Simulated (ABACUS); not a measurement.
# Ta (Im-3m) in ABACUS: further runs

Runs on Ta. Level: HLE16. Tasks: single point, relaxation of cell and atoms.

All numbers are computed with ABACUS 3.10.1; they aren't measurements. Logs are shortened: lines on timing, memory, paths and dates and some standing lists are left out, and cuts for length are marked.

## (1) Starting point

Symmetry: Im-3m, No. 229, cubic system. Conventional cell: a = 3.303 Å, b = 3.303 Å, c = 3.303 Å, α = 90.00°, β = 90.00°, γ = 90.00°. Around Ta (site symmetry m-3m) lie 8 Ta at 2.86 Å.

## (2) Single point, HLE16

INPUT reads:

```
INPUT_PARAMETERS
suffix              Ta
calculation         scf
basis_type          pw
pseudo_dir          ./
symmetry            1
dft_functional      GGA_XC_HLE16
ecutwfc             40
pseudo_rcut         10
nspin               1
nbands              17
ks_solver           dav
smearing_method     fd
smearing_sigma      0.00367493
scf_thr             1e-08
scf_nmax            100
mixing_type         broyden
mixing_beta         0.7
cal_force           1
cal_stress          1
ecutrho             320
out_chg             1
kpar                4
```

STRU reads:

```
ATOMIC_SPECIES
Ta 180.9479 ta_pbe_v1.uspp.F.UPF

LATTICE_CONSTANT
1.8897261246

LATTICE_VECTORS
-1.6512800000 1.6512800000 1.6512800000
1.6512800000 -1.6512800000 1.6512800000
1.6512800000 1.6512800000 -1.6512800000

ATOMIC_POSITIONS
Direct

Ta
0.0
1
0.0000000000 0.0000000000 0.0000000000 1 1 1
```

KPT reads:

```
K_POINTS
0
Gamma
9 9 9 0 0 0
```

Potentials or basis: GBRV ultrasoft 1.5 PBE, plane waves.

Started as:

```sh
OMP_NUM_THREADS=1 mpirun -np 4 abacus > log
```

running log:

```text
ABACUS v3.10.1

               Atomic-orbital Based Ab-initio Computation at UStc

 ------------------------------------------------------------------------------------

 READING GENERAL INFORMATION
                           global_out_dir = OUT.Ta/
                           global_in_card = INPUT
                               pseudo_dir = ./
                              orbital_dir =
                                    DSIZE = 4
                                    GSIZE = 1

 READING UNITCELL INFORMATION
                                    ntype = 1
                  lattice constant (Bohr) = 1.88973
              lattice constant (Angstrom) = 1

 READING ATOM TYPE 1
                               atom label = Ta
                      L=0, number of zeta = 1
                      L=1, number of zeta = 1
                      L=2, number of zeta = 1
             number of atom for this type = 1

                        TOTAL ATOM NUMBER = 1
DIRECT COORDINATES
    atom                   x                   y                   z     mag                  vx                  vy                  vz
taud_Ta1            0.0000000000        0.0000000000        0.0000000000  0.0000        0.0000000000        0.0000000000        0.0000000000

                          Volume (Bohr^3) = 121.54
                             Volume (A^3) = 18.0103

 Lattice vectors: (Cartesian coordinate: in unit of a_0)
             -1.65128            +1.65128            +1.65128
             +1.65128            -1.65128            +1.65128
             +1.65128            +1.65128            -1.65128
 Reciprocal vectors: (Cartesian coordinate: in unit of 2 pi/a_0)
                   +0           +0.302795           +0.302795
            +0.302795                  +0           +0.302795
            +0.302795           +0.302795                  +0
 The esolver type has been set to : ksdft_pw

                PAO radial cut off (Bohr) = 10

 Read in pseudopotential file is ta_pbe_v1.uspp.F.UPF
                     pseudopotential type = US
          exchange-correlation functional = PBE
                 nonlocal core correction = 1
                        valence electrons = 13
                                     lmax = 3
                           number of zeta = 5
                     number of projectors = 7
                           L of projector = 0
                           L of projector = 0
                           L of projector = 1
                           L of projector = 1
                           L of projector = 2
                           L of projector = 2
                           L of projector = 3
 XC functional updated to : GGA_XC_HLE16
          exchange-correlation functional = GGA_XC_HLE16
     initial pseudo atomic orbital number = 13

 SETUP THE ELECTRONS NUMBER
            electron number of element Ta = 13
      total electron number of element Ta = 13
            AUTOSET number of electrons:  = 13
                           occupied bands = 7
                                   NBANDS = 17
                                   NLOCAL = 9

%%%%%%%%%%%%%%%%%%%%%%%%%%%%%%%%%%%%%%%%%%%%%%%%%%%%%%%%%%%%%%%%%%%%%%%%%%%%%%%%%%%%%%%%%%%%%%%%%%%%%%%%%%
 Warning: the number of valence electrons in pseudopotential > 5 for Ta: [Xe] 4f14 5d3 6s2
 Pseudopotentials with additional electrons can yield (more) accurate outcomes, but may be less efficient.
 If you're confident that your chosen pseudopotential is appropriate, you can safely ignore this warning.
%%%%%%%%%%%%%%%%%%%%%%%%%%%%%%%%%%%%%%%%%%%%%%%%%%%%%%%%%%%%%%%%%%%%%%%%%%%%%%%%%%%%%%%%%%%%%%%%%%%%%%%%%%

 SETUP THE PLANE WAVE BASIS
 energy cutoff for charge/potential (unit:Ry) = 160
            fft grid for charge/potential = [ 24, 24, 24 ]
                        fft grid division = [ 1, 1, 1 ]
        big fft grid for charge/potential = [ 32, 32, 32 ]
                                     nbxx = 32768
                                     nrxx = 13824

 SETUP PLANE WAVES FOR CHARGE/POTENTIAL
                    number of plane waves = 4093
                         number of sticks = 345

 PARALLEL PW FOR CHARGE/POTENTIAL
     PROC   COLUMNS(POT)             PW
        1            345           4093
 --------------- sum -------------------
        1            345           4093
                            number of |g| = 73
                                  max |g| = 14.1195
                                  min |g| = 0

 energy cutoff for dense charge/potential (unit:Ry) = 320
      fft grid for dense charge/potential = [ 32, 32, 32 ]
                                     nrxx = 32768

 SETUP PLANE WAVES FOR dense CHARGE/POTENTIAL
                    number of plane waves = 11849
                         number of sticks = 709

[... 37 lines left out ...]
                       LATTICE CONSTANT A = 3.30256
Original cell was already a primitive cell.
                        ROTATION MATRICES = 48
              PURE POINT GROUP OPERATIONS = 48
                   SPACE GROUP OPERATIONS = 48
                              POINT GROUP = O_h
               POINT GROUP IN SPACE GROUP = O_h

 SETUP K-POINTS
                                    nspin = 1
                   Input type of k points = Monkhorst-Pack(Gamma)
                                   nkstot = 729
                       right hand lattice = 1
(for reciprocal lattice: )
                             BRAVAIS TYPE = 3
                     BRAVAIS LATTICE NAME = 03. Cubic F (face-centered)
                                    ibrav = 3
                       right hand lattice = 1
(for k-lattice: )
                             BRAVAIS TYPE = 3
                     BRAVAIS LATTICE NAME = 03. Cubic F (face-centered)
                                    ibrav = 3
                       right hand lattice = 1
                        ROTATION MATRICES = 48
                               nkstot_ibz = 35
K-POINTS REDUCTION ACCORDING TO SYMMETRY
     IBZ    DIRECT_X    DIRECT_Y    DIRECT_Z  WEIGHT  ibz2bz
       1  0.00000000  0.00000000  0.00000000  0.0014       0
       2 -0.11111111  0.11111111  0.00000000  0.0165       1
       3 -0.22222222  0.22222222  0.00000000  0.0165       2
       4 -0.33333333  0.33333333  0.00000000  0.0165       3
       5 -0.44444444  0.44444444  0.00000000  0.0165       4
       6 -0.22222222  0.11111111  0.11111111  0.0329      10
[... 22 lines left out ...]
      29 -0.44444444  0.44444444  0.22222222  0.0329     203
      30 -0.44444444  0.33333333  0.33333333  0.0329     204
[... 5 further k points ...]

                               nkstot now = 35
[... K-POINTS DIRECT COORDINATES: 35 rows ...]

           k-point number in this process = 9
       minimum distributed K point number = 8
[... stars of the k points ...]

[... K-POINTS CARTESIAN COORDINATES: 9 rows ...]

[... K-POINTS DIRECT COORDINATES: 9 rows ...]

 SETUP PLANE WAVES FOR WAVE FUNCTIONS
     energy cutoff for wavefunc (unit:Ry) = 40
              fft grid for wave functions = [ 24, 24, 24 ]
                    number of plane waves = 887
                         number of sticks = 129

 PARALLEL PW FOR WAVE FUNCTIONS
     PROC   COLUMNS(POT)             PW
        1            129            887
 --------------- sum -------------------
        1            129            887

 SETUP NONLOCAL PSEUDOPOTENTIALS IN PLANE WAVE BASIS
 Ta non-local projectors:
 projector 1 L=0
 projector 2 L=0
 projector 3 L=1
 projector 4 L=1
 projector 5 L=2
 projector 6 L=2
 projector 7 L=3
      TOTAL NUMBER OF NONLOCAL PROJECTORS = 25

 Init Non-Local PseudoPotential table :
 Init Non-Local-Pseudopotential done.

                                     npwx = 531

 Make real space PAO into reciprocal space.
       max mesh points in Pseudopotential = 743
     dq(describe PAO in reciprocal space) = 0.01
                                    max q = 763

 number of pseudo atomic orbitals for Ta is 5
WARNING: norm of atomic wavefunction # 3 of atomic type Ta is 0.999925, renormalized
WARNING: norm of atomic wavefunction # 4 of atomic type Ta is 0.999835, renormalized
WARNING: norm of atomic wavefunction # 5 of atomic type Ta is 0.986964, renormalized

 -------------------------------------------
 SELF-CONSISTENT
 -------------------------------------------
                                 init_chg = atomic

 PW ALGORITHM --------------- ION=   1  ELEC=   1--------------------------------

 Notice: Threshold on eigenvalues was too large.
 hsover_error=0.13 > DRHO=0.0209538
 Origin diag ethr = 0.01
 New diag ethr = 0.000161183

 Density error is 0.0213275963773
                          Error Threshold = 0.000161183128119
----------------------------------------------------------
     Energy           Rydberg                 eV
----------------------------------------------------------
 E_KohnSham     -152.4909571291      -2074.7459104290
 E_Harris       -152.0798101874      -2069.1519693074
 E_Fermi        1.1179711220         15.2107774587
----------------------------------------------------------
[... 51 lines left out ...]
 Density error is 3.29650770161e-09
                          Error Threshold = 7.39143561425e-10
----------------------------------------------------------
     Energy           Rydberg                 eV
----------------------------------------------------------
 E_KohnSham     -152.4960847930      -2074.8156758765
 E_KS(sigma->0) -152.4953958105      -2074.8063017884
 E_Harris       -152.4962639848      -2074.8181139058
 E_band         -11.9886996071       -163.1146262669
 E_one_elec     -15.8685266048       -215.9023806892
 E_Hartree      15.2321860396        207.2445231351
 E_xc           -53.3105428393       -725.3271460874
 E_Ewald        -98.5478234236       -1340.8119240589
 E_entropy(-TS) -0.0013779650        -0.0187481761
 E_descf        0.0000000000         0.0000000000
 E_exx          0.0000000000         0.0000000000
 E_Fermi        1.1306458220         15.3832255987
----------------------------------------------------------

 charge density convergence is achieved
 final etot is -2074.8156759 eV
 EFERMI = 15.383225599 eV

 STATE ENERGY(eV) AND OCCUPATIONS    NSPIN == 1
 1/9 kpoint (Cartesian) = 0.0000 0.0000 0.0000 (531 pws)
       1       -54.6215     0.00274348
       2       -19.6981     0.00274348
       3       -19.6981     0.00274348
       4       -19.6981     0.00274348
       5        7.78972     0.00274348
       6        15.9803    1.78760e-08
[... 9 lines left out ...]
      16        43.8438        0.00000
[... 82 lines left out ...]
       4       -19.7271      0.0658436
       5        9.23958      0.0658436
       6        15.2831      0.0580109
[... 9 lines left out ...]
      16        39.8971        0.00000
      17        45.3722        0.00000

[... levels at 3 further k points ...]

------------------------------------------------------------------------------------------
 TOTAL-FORCE (eV/Angstrom)
------------------------------------------------------------------------------------------
                       Ta1         0.0000000000         0.0000000000         0.0000000000
------------------------------------------------------------------------------------------

----------------------------------------------------------------
 TOTAL-STRESS (KBAR)
----------------------------------------------------------------
      -432.4054594958         0.0000000000         0.0000000000
         0.0000000000      -432.4054594958        -0.0000000000
        -0.0000000000        -0.0000000000      -432.4054594958
----------------------------------------------------------------
 TOTAL-PRESSURE: -432.405459 KBAR

 --------------------------------------------
 !FINAL_ETOT_IS -2074.8156758764625920 eV
 --------------------------------------------
```

It took 17 s on 4 MPI ranks of AMD EPYC 7R43 (Zen 3), shared host; peak memory 0.52 GiB.

What came out:

* Free energy: -2074.8157 eV
* Pressure: -43.2 GPa
* Band gap on the k mesh: none (metal or under the smearing width)

Caveat: the cell as given lies far from equilibrium; the potentials were made for a functional far from this one; so large a pressure means that the cell lies far from this level's equilibrium, or that cutoff or potentials fall short; the potentials were made for another functional, which shifts forces and pressure. The run has no spin-orbit coupling, so splittings on Ta are missing.

## (3) Relaxation of cell and atoms, HLE16

Edit INPUT of step 2 so:

```diff
@@ -2,3 +2,3 @@
 suffix              Ta
-calculation         scf
+calculation         cell-relax
 basis_type          pw
@@ -10,3 +10,3 @@
 nspin               1
-nbands              17
+nbands              11
 ks_solver           dav
@@ -21,3 +21,8 @@
 ecutrho             320
-out_chg             1
+relax_nmax          40
+force_thr_ev        0.02
+relax_method        cg
+out_stru            1
+stress_thr          1
+fixed_axes          volume
 kpar                4
```

STRU is that of step 2.

KPT is that of step 2.

Potentials or basis: GBRV ultrasoft 1.5 PBE, plane waves.

Started as:

```sh
OMP_NUM_THREADS=1 mpirun -np 4 abacus > log
```

Run time: 18 s. Hardware: 4 MPI ranks of AMD EPYC 7R43 (Zen 3), shared host; peak memory 0.52 GiB.

Results (log left out):

- Free energy: -2074.8157 eV
- Pressure after relaxing: -43.2 GPa
- Band gap on the k mesh: none (metal or under the smearing width)

Final structure:
```
Ta
1.0
    -1.65128    1.65128    1.65128
     1.65128   -1.65128    1.65128
     1.65128    1.65128   -1.65128
Ta
1
Cartesian
  0.0000 0.0000 0.0000
```

Levels at points of the mesh, in eV from the Fermi level:
```csv
k point,band 4,band 5,band 6,band 7,band 8,band 9
"(0.00, 0.00, 0.00)",-35.08,-7.59,0.60,0.60,0.60,3.65
```

Caveat: the potentials were made for a functional far from this one; the relaxation stopped at its first step, so nothing moved; the potentials were made for another functional, which shifts forces and pressure. The run has no spin-orbit coupling, so splittings on Ta are missing.
